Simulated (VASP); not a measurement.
# S (R-3) in VASP: notebook, part 2 of 2

VASP 6.6.1.

## Step 3: Single point, RPBE

Contents of run.py:

```python
from ase.calculators.vasp import Vasp
from ase.dft.bandgap import bandgap
from ase.io import read

atoms = read('S.cif', primitive_cell=True, subtrans_included=False)
calc = Vasp(
    directory='calc',
    xc='rpbe',
    pp='PBE',
    setups='minimal',
    prec='Accurate',
    encut=500,
    ediff=1e-06,
    ismear=0,
    sigma=0.05,
    lreal=False,
    lasph=True,
    nelm=60,
    algo='Normal',
    isif=2,
    lwave=False,
    lcharg=False,
    kpts=[7, 7, 7],
    gamma=True,
)
atoms.calc = calc

print('energy (eV):', atoms.get_potential_energy())
print('free energy (eV):', atoms.get_potential_energy(force_consistent=True))
print('forces (eV/A):')
print(atoms.get_forces())
print('stress (eV/A^3, Voigt):', atoms.get_stress())
print('Fermi level (eV):', calc.get_fermi_level())
gap, top, bottom = bandgap(calc)
print('band gap (eV):', gap, 'from (spin, k, band)', top, 'to', bottom)
```

Contents of S.cif:

```cif
data_S
_cell_length_a 10.81800000
_cell_length_b 10.81800000
_cell_length_c 4.28000000
_cell_angle_alpha 90.00000000
_cell_angle_beta 90.00000000
_cell_angle_gamma 120.00000000
_space_group_name_H-M_alt 'R-3'
_space_group_name_Hall '-R 3'
_space_group_IT_number 148
loop_
_space_group_symop_operation_xyz
'x,y,z'
'-x,-y,-z'
'-y,x-y,z'
'y,-x+y,-z'
'-x+y,-x,z'
'x-y,x,-z'
'x+2/3,y+1/3,z+1/3'
'-x+2/3,-y+1/3,-z+1/3'
'-y+2/3,x-y+1/3,z+1/3'
'y+2/3,-x+y+1/3,-z+1/3'
'-x+y+2/3,-x+1/3,z+1/3'
'x-y+2/3,x+1/3,-z+1/3'
'x+1/3,y+2/3,z+2/3'
'-x+1/3,-y+2/3,-z+2/3'
'-y+1/3,x-y+2/3,z+2/3'
'y+1/3,-x+y+2/3,-z+2/3'
'-x+y+1/3,-x+2/3,z+2/3'
'x-y+1/3,x+2/3,-z+2/3'
loop_
_atom_site_label
_atom_site_type_symbol
_atom_site_symmetry_multiplicity
_atom_site_Wyckoff_symbol
_atom_site_fract_x
_atom_site_fract_y
_atom_site_fract_z
_atom_site_occupancy
S1 S 18 f 0.6238666667 0.4787333333 0.2278333333 1
```

Potentials or basis: VASP PAW PBE potentials, release 64 (S).

Launch:

```
$ python run.py
```

The log of the run:

```text
energy (eV): -22.55718676
free energy (eV): -22.55718676
forces (eV/A):
[[ 0.27577011  0.04735635 -0.05862539]
 [ 0.09687325  0.2625021   0.05862539]
 [ 0.17889686 -0.21514574  0.05862539]
 [-0.17889686  0.21514574 -0.05862539]
 [-0.09687325 -0.2625021  -0.05862539]
 [-0.27577011 -0.04735635  0.05862539]]
stress (eV/A^3, Voigt): [-2.82015152e-02 -2.82015152e-02 -2.09493186e-02  0.00000000e+00
  0.00000000e+00  8.11396186e-10]
Fermi level (eV): 2.98212915
band gap (eV): 2.2786 from (spin, k, band) (0, np.int64(59), np.int64(17)) to (0, np.int64(33), np.int64(18))
```

OUTCAR:

```text
ENCUT = 500.000000
   EDIFF = 1.00e-06
   GGA = RP
   PREC = Accurate
   ISIF = 2
   ISMEAR = 0
   NELM = 60
   LASPH = .TRUE.
   LREAL = .FALSE.

 ion  position               nearest neighbor table
   1  0.083  0.749  0.852-   2 2.06   3 2.06
   2  0.251  0.148  0.917-   1 2.06   4 2.06
   3  0.148  0.917  0.251-   1 2.06   5 2.06
   4  0.852  0.083  0.749-   2 2.06   6 2.06
   5  0.749  0.852  0.083-   3 2.06   6 2.06
   6  0.917  0.251  0.148-   4 2.06   5 2.06

  LATTYP: Found a trigonal (rhomboedric) cell.
 ALAT       =     6.4066438779
 COS(alpha) =    -0.4256167551

  Lattice vectors:

 A1 = (   5.4090000000,   3.1228876060,   1.4266666667)
 A2 = (  -5.4090000000,   3.1228876060,   1.4266666667)
 A3 = (  -0.0000000000,  -6.2457752121,   1.4266666667)

Analysis of symmetry for initial positions (statically):
=====================================================================
 Subroutine PRICEL returns:
 Original cell was already a primitive cell.

 Routine SETGRP: Setting up the symmetry group for a
[... 178 lines left out ...]

 val. band max:        2.7137876539   @ k =  -0.4286   0.4286   0.4286
 cond. band min:       4.9924455948   @ k =  -0.2857   0.2857   0.1429
 fundamental gap:      2.2786579409
 Fermi energy:         2.9821291464

 k-point     1 :       0.0000    0.0000    0.0000
  band No.  band energies     occupation
      1     -14.0737      2.00000
      2     -12.1156      2.00000
      3     -12.1156      2.00000
      4      -8.8494      2.00000
      5      -8.8494      2.00000
      6      -5.9656      2.00000
[... 589 lines left out ...]
     21       5.7904      0.00000
     22       6.4946      0.00000

 [... further k-points ...]

------------------------ aborting loop because EDIFF is reached ----------------------------------------

  FORCE on cell =-STRESS in cart. coord.  units (eV):
  Direction    XX          YY          ZZ          XY          YZ          ZX
  --------------------------------------------------------------------------------------
  -------------------------------------------------------------------------------------
  Total        4.0777383      4.0777383      3.0291223      0.0000001     -0.0000000     -0.0000000
  in kB       45.1838083     45.1838083     33.5645085      0.0000013     -0.0000000     -0.0000000
  external PRESSURE =      41.3107084 kB  Pullay stress =       0.0000000 kB

 VOLUME and BASIS-vectors are now :
 -----------------------------------------------------------------------------
  energy-cutoff  :      500.00
  volume of cell :      144.59
      direct lattice vectors                 reciprocal lattice vectors
     5.409000000  3.122887606  1.426666667     0.092438528  0.053369409  0.233644860
    -5.409000000  3.122887606  1.426666667    -0.092438528  0.053369409  0.233644860
    -0.000000000 -6.245775212  1.426666667     0.000000000 -0.106738818  0.233644860

 POSITION                                       TOTAL-FORCE (eV/Angst)
 -----------------------------------------------------------------------------------
     -3.60456     -2.72191      2.40179         0.275770      0.047356     -0.058625
      0.55496     -4.48259      1.87821         0.096873      0.262502      0.058625
     -4.15952      1.76068      1.87821         0.178897     -0.215146      0.058625
      4.15952     -1.76068      2.40179        -0.178897      0.215146     -0.058625
     -0.55496      4.48259      2.40179        -0.096873     -0.262502     -0.058625
      3.60456      2.72191      1.87821        -0.275770     -0.047356      0.058625
 -----------------------------------------------------------------------------------
    total drift:                                0.000000      0.000000     -0.000000

  FREE ENERGIE OF THE ION-ELECTRON SYSTEM (eV)
  ---------------------------------------------------
  free  energy   TOTEN  =       -22.5571867622 eV

  energy  without entropy=      -22.5571867622  energy(sigma->0) =      -22.55718676
```

INCAR:

```text
ENCUT = 500.000000
SIGMA = 0.050000
EDIFF = 1.00e-06
ALGO = Normal
GGA = RP
PREC = Accurate
ISIF = 2
ISMEAR = 0
NELM = 60
LASPH = .TRUE.
LCHARG = .FALSE.
LWAVE = .FALSE.
LREAL = .FALSE.
```

It took 1.8 min on 1 thread of Intel Xeon 6975P-C (Granite Rapids), shared host; peak memory 0.36 GiB.

Results:

```
Free energy            : -22.5572 eV
Pressure               : 4.1 GPa
Largest force          : 0.286 eV/Å
Band gap on the k mesh : 2.28 eV, indirect (least direct gap 2.35 eV)
```

Forces in eV/Å, atoms in the order of the input:
```
S    0.276  0.047 -0.059
S    0.097  0.263  0.059
S    0.179 -0.215  0.059
S   -0.179  0.215 -0.059
S   -0.097 -0.263 -0.059
S   -0.276 -0.047  0.059
```

Caveat: the PAW data sets were made with another functional, which shifts forces and pressure a little; an odd mesh through Γ misses points on the zone boundary, where band edges often lie.

## Step 4: Electrostatic potential, vdW-DF2

Contents of INCAR:

```
AGGAC = 0.0 ; ALGO = Normal
EDIFF = 1E-6 ; ENCUT = 520
GGA = ML ; ISIF = 2
ISMEAR = -1 ; LASPH = T
LCHARG = T ; LREAL = F
LUSE_VDW = T ; LVHAR = T
LWAVE = F ; NELM = 80
PREC = Accurate ; SIGMA = 0.05
ZAB_VDW = -1.8867
```

Contents of KPOINTS:

```
k-points
0
Gamma
  7 7 7
```

Contents of POSCAR:

```
S
6.4066
    0.844285580495      0.487448507164      0.222687020682
   -0.844285580495      0.487448507164      0.222687020682
    0.000000000000     -0.974897014345      0.222687020682
S
6
Direct
    0.8517000000      0.0827000000      0.7491000000
    0.0827000000      0.7491000000      0.8517000000
    0.7491000000      0.8517000000      0.0827000000
    0.1483000000      0.9173000000      0.2509000000
    0.9173000000      0.2509000000      0.1483000000
    0.2509000000      0.1483000000      0.9173000000
```

Launch:

```
$ cat potpaw_PBE.64/S/POTCAR > POTCAR
$ mpirun -np 1 vasp_std > vasp.out
```

It took 3.6 min on 1 thread of Intel Xeon 6975P-C (Granite Rapids), shared host; peak memory 0.92 GiB.

It converged, with:

```
Free energy            : -13.4617 eV
Pressure               : 5.3 GPa
Largest force          : 1.086 eV/Å
Band gap on the k mesh : 2.17 eV, indirect (least direct gap 2.25 eV)
```

Forces on the atoms (eV/Å):
```
S   -0.613  0.676 -0.588
S    0.892  0.193 -0.588
S   -0.279 -0.869 -0.588
S    0.613 -0.676  0.588
S   -0.892 -0.193  0.588
S    0.279  0.869  0.588
```

Stress tensor (GPa, compression positive):
```
6.53 0.00 0.00
0.00 6.53 0.00
0.00 0.00 2.76
```

Levels at points of the mesh, in eV from the valence-band top:
```
           k point  band 15  band 16  band 17  band 18  band 19  band 20  band 21  band 22
(0.00, 0.00, 0.00)    -0.85    -0.85    -0.80    -0.80     2.46     2.46     3.45     3.45
```

Caveat: the PAW data sets were made with another functional, which shifts forces and pressure a little; an odd mesh through Γ misses points on the zone boundary, where band edges often lie.

## Step 5: The reference run

An earlier run on the cell as given: functional PBE; potentials or basis VASP PAW PBE potentials, release 64 (S); cutoff 520 eV; k mesh 7 × 7 × 7; occupations fermi-dirac, width 0.05 eV; no spin polarisation.

- Pressure: 2.4 GPa
- Largest force: 0.300 eV/Å
- Band gap on the k mesh: 2.18 eV, indirect (least direct gap 2.25 eV)

## Step 6: Summary

```csv
task,level,cutoff (eV),smearing,gap on the mesh (eV),pressure (GPa),largest force (eV/Å)
single point,RPBE,500,gaussian 0.05 eV,2.28,4.1,0.29
electrostatic potential,vdW-DF2,520,fermi-dirac 0.05 eV,2.17,5.3,1.09
single point,PBE,520,fermi-dirac 0.05 eV,2.18,2.4,0.30
```

Alike in all rows: potentials or basis VASP PAW PBE potentials, release 64 (S); no spin polarisation; cell as given; k mesh 7 × 7 × 7.

On the cell as given the gap runs from 2.17 eV (vdW-DF2) to 2.28 eV (RPBE). The pressure there spans 2.4 GPa (PBE) to 5.3 GPa (vdW-DF2); a positive pressure means that this level wants a larger cell, a negative one a smaller.

Caveats: an odd mesh through Γ misses points on the zone boundary, where band edges often lie; the PAW data sets were made with another functional, which shifts forces and pressure a little (some runs).

Absolute energies hang on the potentials; compare differences alone.
